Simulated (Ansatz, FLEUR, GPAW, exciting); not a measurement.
MgO: 4 runs at one level of theory

```
Mg O
1.0
     0.00000    2.09700    2.09700
     2.09700    0.00000    2.09700
     2.09700    2.09700    0.00000
Mg O
1 1
Direct
  0.00000 0.00000 0.00000
  0.50000 0.50000 0.50000
```

The cell is a database's computed one, not the measured one.

Alike in all runs: task band structure; functional RPBE; k mesh 11 × 11 × 11; occupations fermi-dirac, width 0.05 eV; no spin polarisation; no spin-orbit coupling. Pressure is positive in compression and, in plane waves, holds the error of the finite cutoff. Gaps are the smaller of the mesh's and the band path's.

```csv
program and potentials,plane-wave cutoff (eV),notes,band gap (eV),pressure (GPa)
"FLEUR, all-electron, FLAPW",-,-,5.09,-
"Ansatz, all-electron LAPW, scalar-relativistic",-,-,4.97,11.89
"GPAW, the program's PAW data sets (release 1.2.1) made for this functional",800,-,5.00,12.14
"exciting, all-electron LAPW+lo, shipped species files, valence relativity iora*",-,-,4.99,-
```

The band gap spans 4.97 (Ansatz, all-electron LAPW, scalar-relativistic) to 5.09 eV (FLEUR, all-electron, FLAPW), with all-electron results at 4.97 to 5.09. The pressure spans 11.89 (Ansatz, all-electron LAPW, scalar-relativistic) to 12.14 GPa (GPAW, the program's PAW data sets (release 1.2.1) made for this functional), with all-electron results at 11.89. The cell lies far from this level's equilibrium.

Differences between rows come from potentials, basis sets and numerical settings, since the functional is the same but for its coding. Runs on potential files found faulty are left out.

All four runs describe MgO as a wide-gap insulator. Three gaps cluster at 4.97 to 5.00 eV, while FLEUR stands apart at 5.09 eV, perhaps through its description of the unoccupied states. The PAW gap falls inside the all-electron range, so the spread gives no sign of a PAW-specific error.

The wide gap reflects strongly ionic bonding: the valence band edge is mainly O 2p, while the dispersive conduction band edge has cation and anion s character. All the values nevertheless lie well below the measured gap, as expected of a semilocal functional, whose Kohn–Sham gap lacks the derivative discontinuity. Numerical agreement between codes therefore doesn't imply agreement with experiment.

The positive pressures in both runs that report them show that RPBE favours a larger cell, in line with its tendency to underbind solids. Since compression normally widens the gap of MgO, relaxing the volume would probably lower these values and increase the discrepancy with experiment.
